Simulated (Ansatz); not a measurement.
All numbers below come from DFT PBE, scalar-relativistic, plane waves, PAW (Ansatz). Settings: cutoff 420 eV, Γ-centred meshes spaced at most about 0.3 Å⁻¹, and about 0.25 Å⁻¹ or finer for metals (2π included), Gaussian smearing. No spin polarisation.

These are static total energies at zero pressure.

Two relaxed structures of Si₅Ge:

A.

```
Si Ge
1.0
     4.93827    0.00000    0.00000
    -2.46913    4.27667    0.00000
     0.00000    0.00000    4.70783
Si Ge
5 1
Direct
  0.33333 0.66667 0.00000
  0.66667 0.33333 0.00000
  0.50000 0.00000 0.50000
  0.50000 0.50000 0.50000
  0.00000 0.50000 0.50000
  0.00000 0.00000 0.00000
```

B.

```
Si Ge
1.0
     4.47567    0.00000    0.00000
    -2.23783    3.87604    0.00000
     0.00000    0.00000    5.39308
Si Ge
5 1
Direct
  0.00000 0.00000 0.00000
  0.33333 0.66667 0.23938
  0.66667 0.33333 0.23938
  0.66667 0.33333 0.76062
  0.33333 0.66667 0.76062
  0.00000 0.00000 0.50000
```

Question: Which would you expect to be lower, and how large is the difference?

Answer: B is lower, by 81 meV/atom. A has the CaCu5 type, space group P6/mmm (No. 191), 16.6 Å³/atom and no gap on its mesh; B has space group P6/mmm (No. 191), 15.6 Å³/atom and no gap. Counting Si atoms around Ge (those within 1.25 times the shortest such distance or 1.15 times the sum of covalent radii; a plus sign parts nearer from farther groups; the shortest distance is added where it is long for a bond), A has Ge 6+12 from 2.9 Å and B has Ge 2+12. The denser one is the lower, and pressure would at first widen the difference. Even the lower one lies +0.49 eV/atom against the reference forms of the elements (uncorrected), so neither is stable at this level. In A, Si on a site of symmetry -6m2 is surrounded by 9 Si at 2.75–2.85 Å and 3 Ge at 2.85 Å; Si on a site of symmetry mmm has 4 Si at 2.47 Å and 4 Si at 2.75 Å; Ge has 6 Si at 2.85 Å and 12 Si at 3.41 Å. In B, Si on a site of symmetry 6/mmm has 2 Ge at 2.70 Å and 12 Si at 2.89 Å; Si on a site of symmetry 3m is surrounded by 4 Si at 2.58 Å, 4 Si at 2.81–2.89 Å and 3 Ge at 2.94 Å; Ge is surrounded by 2 Si at 2.70 Å and 12 Si at 2.94 Å. Both come from invented guesses.

Cells relaxed within their symmetry can be saddle points.
